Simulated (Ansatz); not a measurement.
# Pt: a line through a two-coordinate scan

One table from this session's results is given with a row withheld; the runs are named, their logs left out.

This is Pt in the hcp structure; at room conditions it is fcc.

Method: DFT LDA, scalar-relativistic, plane waves, PAW, in Ansatz 0.2.0.

59 further runs of the same task are left out: 59 set aside as unsound or not needed. Runs told in other sessions of the task aren't counted.

## The structure to begin with

It takes space group P6_3/mmc (No. 194, hexagonal). The conventional cell has a = 2.708 Å, b = 2.708 Å, c = 4.677 Å, α = 90.00°, β = 90.00°, γ = 120.00°. Pt (site symmetry -6m2) is surrounded by 12 Pt at 2.71 to 2.81 Å.

As a file:

```xyz
2
Lattice="2.7083 0.0000 0.0000 -1.3541 2.3455 0.0000 0.0000 0.0000 4.6765" Properties=species:S:1:pos:R:3 pbc="T T T"
Pt    1.3541    0.7818    3.5074
Pt    0.0000    1.5636    1.1691
```

It goes back to an entry of the Materials Project, which need not be the stable form.

This cell was relaxed beforehand with the same method: volume 14.85 Å³/atom, gap on the mesh none (metal).

## The scan

The energy is mapped over volume and a fixed ferromagnetic moment.

- volume per atom: 9 values from 12.18 to 17.53 Å³
- total spin moment of the cell, held fixed: 11 values from 0.0 to 1.0 μB

Nothing else is relaxed (shape and fractional coordinates fixed). Points are written as (first, second).

The first run:

input.yaml reads:

```yaml
crystal:
  lattice:
    - [2.5349048657, 0.0, 0.0]
    - [-1.2674524328, 2.1952920098, 0.0]
    - [0.0, 0.0, 4.3771120513]
  atoms:
    - { symbol: Pt, position: [0.6666666667, 0.3333333333, 0.75], spin: 0.5 }
    - { symbol: Pt, position: [0.3333333333, 0.6666666667, 0.25], spin: 0.5 }
basis:
  ecutwfc: 420
kpoints:
  mp_grid: { grid: [21, 21, 10] }
hamiltonian:
  xc: lda
  pseudopotentials: { kind: paw, azcp: { folder: soft_1 } }
scf:
  occupations: { method: gaussian, width: 0.15 }
  lower_state_search: "off"
output:
  forces: true
  stress: true
  eigenvalues: true
  populations: true
magnetization:
  spin_polarized: true
  initial_magnetization: 1.0
  spin_locking: { lock_magnetization: hard }
```

Command:

```
> ansatz run input.yaml --threads 2 --pin off --max-ram 4096MiB --backend cpu --events-out ev --progress --plain --runs-dir out
```

Steps of the session up to this table: Grid point (12.18 Å³, 1.0 μB); The run at (12.85 Å³, 1.0 μB); Point (13.52 Å³, 1.0 μB); The run at (14.19 Å³, 1.0 μB); Grid point (14.85 Å³, 1.0 μB); Point (15.52 Å³, 1.0 μB); Point (16.19 Å³, 1.0 μB); Grid point (16.86 Å³, 1.0 μB).

One table of the session follows, with a row left open; its other results are not shown here.

```
volume per atom (Å³)  energy (meV/atom)  pressure (GPa)  absolute magnetic moment (μB per cell)
               12.18                718             103                                   1.001
               12.85                367              66                                   1.001
               13.52                152              38                                   1.002
               14.19                 37              17                                   1.002
               14.85                  0               1                                   1.003
               15.52                  ?               ?                                       ?
               16.19                 84             −20                                   1.006
               16.86                180             −26                                   1.008
               17.53                301             −31                                   1.009
```

Q: Estimate the row for volume per atom (Å³) = 15.52 from the others.

Worked estimate for «energy (meV/atom)». A straight line through the neighbours (14.85, 0) and (16.19, 84) gives 0 + (84 − 0) × (15.52 − 14.85) / (16.19 − 14.85) = 42; a parabola fitted to 4 rows on both sides gives 20.

The run gave: energy (meV/atom): 20; pressure (GPa): −11; absolute magnetic moment (μB per cell): 1.005. In «energy (meV/atom)» the line misses by +22 and the parabola by +0.

Energies count from the lowest point of the line. Rows without a step come from runs not printed here or follow by symmetry.

What this shows: Of the points computed the energy is lowest at 14.85 Å³. A parabola through the lowest point and its two neighbours puts the minimum at 14.952 Å³, with a curvature of about 130 meV/atom per (Å³)². The well is lopsided: two grid steps out, the energy rises by 152 meV/atom towards smaller values and 84 meV/atom towards larger ones. The highest point computed, at 12.18 Å³, lies 718 meV/atom above the lowest.

Caveats from the session: Warnings in the runs' records: pseudo functional mismatch, stress scf threshold loose.
